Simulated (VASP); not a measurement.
# AlN in VASP: one cell, several levels of theory

Wurtzite AlN, under -1.0 % strain along z alone is computed at one geometry. Runs: PBE, r2SCAN. The results are then set beside those of Ansatz 0.2.0 for the same cell.

Program: VASP 6.6.1. PAW datasets, plane waves. (Simulation; spin polarisation is off.)

## 1. Starting point

The cell comes from an earlier relaxation with r2SCAN in another program, then strained, with the atoms relaxed again.

The symmetry is P6_3mc (No. 186, hexagonal); conventional cell a = 3.107 Å, c = 4.929 Å, 10.30 Å³ an atom. Al has 4 N at 1.88–1.89 Å; N has 4 Al at 1.88–1.89 Å.

Coordinates:

Space group P6_3mc (No. 186). a = 3.107 Å, b = 3.107 Å, c = 4.929 Å, α = 90.00°, β = 90.00°, γ = 120.00°
```
atom  site  symmetry       x       y       z
  Al    2b       3m.  0.3333  0.6667  0.9957
   N    2b       3m.  0.3333  0.6667  0.3793
```

## 2. Single point with PBE

File INCAR:

```
ENCUT = 520.000000
SIGMA = 0.020000
EDIFF = 1.00e-07
GGA = PE
PREC = Accurate
IBRION = -1
ISIF = 2
ISMEAR = -1
NBANDS = 16
NELM = 120
NSW = 0
LASPH = .TRUE.
LCHARG = .FALSE.
LWAVE = .FALSE.
LREAL = .FALSE.
```

File KPOINTS:

```
KPOINTS created by Atomic Simulation Environment
0
Gamma
12 12 6
0 0 0
```

File KPOINTS_OPT:

```
special points
6
Reciprocal
0.0000000000 0.0000000000 0.0000000000 1
0.5000000000 0.0000000000 0.0000000000 1
0.3333333333 0.3333333333 0.0000000000 1
0.0000000000 0.0000000000 0.5000000000 1
0.5000000000 0.0000000000 0.5000000000 1
0.3333333333 0.3333333333 0.5000000000 1
```

File POSCAR:

```
Al N
 1.0000000000000000
     3.1066937601931870    0.0000000000000000    0.0000000000000000
    -1.5533468800965935    2.6904757181059007    0.0000000000000000
     0.0000000000000000    0.0000000000000000    4.9288056363999999
 Al  N
   2   2
Cartesian
  0.0000000000000001  1.7936504787372671 -0.0210060977643792
  1.5533468800965935  0.8968252393686336  2.4433967204356208
  0.0000000000000001  1.7936504787372671  1.8693082114143795
  1.5533468800965935  0.8968252393686336  4.3337110296143795
```

The run uses the recommended PBE PAW datasets (16 valence electrons a neutral cell).

On the command line:

```bash
$ mpirun -np 1 vasp_std
```

## 3. r2SCAN at this geometry

File INCAR:

```
ENCUT = 520.000000
SIGMA = 0.010000
EDIFF = 1.00e-07
ALGO = Normal
METAGGA = R2SCAN
PREC = Accurate
IBRION = -1
ISIF = 2
ISMEAR = 0
NBANDS = 16
NELM = 120
NSW = 0
LASPH = .TRUE.
LCHARG = .FALSE.
LWAVE = .FALSE.
LREAL = .FALSE.
```

KPOINTS is that of step 2.

KPOINTS_OPT is that of step 2.

POSCAR is that of step 2.

Q: Predict the outcome of this session. Wanted: for each run, gap; pressure; Ansatz: gap; Ansatz: pressure.

As calculated:

| level | gap (eV) | pressure (GPa) | Ansatz: gap (eV) | Ansatz: pressure (GPa) |
| --- | --- | --- | --- | --- |
| PBE | 4.28 | 6.42 | 4.27 | 6.68 |
| r2SCAN | 4.96 | 1.64 | 4.92 | 2.02 |

In words: The gap spans 4.28 eV (PBE) to 4.96 eV (r2SCAN). The pressure is highest with PBE (6.4 GPa) and lowest with r2SCAN (1.6 GPa), which orders the cells that they would relax to. The two programs agree on the gap within 0.05 eV, far less than the spread between functionals. Each program uses its own PAW datasets and cutoff.
